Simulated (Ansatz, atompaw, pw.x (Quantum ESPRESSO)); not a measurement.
Equation-of-state test of one PAW (atompaw) potential (Si)

silicon, PAW, made with atompaw 4.2.0.5 (LDA (PW92), scalar-relativistic). Core [Ne], reference 3s2 3p2. Waves: 3s (bound): rc 1.85 bohr; 3s channel at -0.1 Ry: rc 2.05 bohr; 3p (bound): rc 2.05 bohr; 3p channel at 0.9 Ry: rc 2.05 bohr; 3d channel at 0.05 Ry: rc 2.05 bohr; 3d channel at 2.5 Ry: rc 2.05 bohr. Local part: bessel scheme, radius 1.65 bohr. Core correction: smooth core density matched at 1.20 bohr. Augmentation charge: gaussian compensation charge, radius 1.85 bohr; PAW radius 2.05 bohr; waves and projectors: custom polynom2 7 10 vanderbiltortho.

Atomic tests: cutoffs needed: 10 Ry and 18 Ry (the cutoffs (Ry, on a coarse ladder) from which the occupation-weighted sum of valence levels, in a spherical-Bessel basis at the reference potential, stays within 10 and 1 mRy of its value at 400 Ry); ghost test: no extra level below or beside the all-electron valence levels (s, p, d, f tested) (spherical-Bessel basis up to 400 Ry, 20 bohr box); lowest eigenvalue of the overlap operator: 0.08 (s channel).

Crystal test: bcc Si in pw.x 7.5, no spin, 15³ k-points, Fermi–Dirac smearing 0.01 Ry, cutoffs 40/400 Ry. The reference is all-electron LAPW (Ansatz 0.2.0) with the same functional, mesh and smearing; V0 and B0 come from Birch–Murnaghan fits to the pressures at five volumes. Errors are pseudo minus all-electron; Δ is the rms difference of the E(V) curves that follow from these fits, minima aligned, over ±6 % about the mean V0. Mesh and smearing are coarse, so the numbers serve the comparison and aren't converged zero-temperature values; the lattice is a test structure that the element need not adopt.

```tsv
V (Å³/atom)	P all-electron (GPa)	P pseudo (GPa)
13.383	6.06	6.38
13.735	2.95	3.23
14.087	0.22	0.47
14.439	-2.17	-1.95
14.791	-4.26	-4.06
```

All-electron: a0 = 3.045 Å (V0 = 14.12 Å³/atom), B0 = 101.1 GPa.

Pseudopotential: mean pressure error (GPa): +0.25; a0 (Å): 3.048; a0 error (%): +0.08; B0 error (%): +0.1; Δ (meV/atom): 0.8.

Task: At the middle volume, how do free energy and pressure move when the wave cutoff is lowered (ecutrho held at 400 Ry)?

Result:

```json
{"cutoff (Ry)": "18", "shift of F (meV/atom)": "+7.8", "shift of P (GPa)": "-0.21"}
{"cutoff (Ry)": "24", "shift of F (meV/atom)": "+1.9", "shift of P (GPa)": "-0.01"}
{"cutoff (Ry)": "32", "shift of F (meV/atom)": "+0.3", "shift of P (GPa)": "-0.01"}
```

The run at the middle volume (120 k-points, 17 iterations) took about 8.3 s on one core of a shared host (AMD EPYC 9R45 96-Core Processor, 96 threads, 376 GiB, load 10).
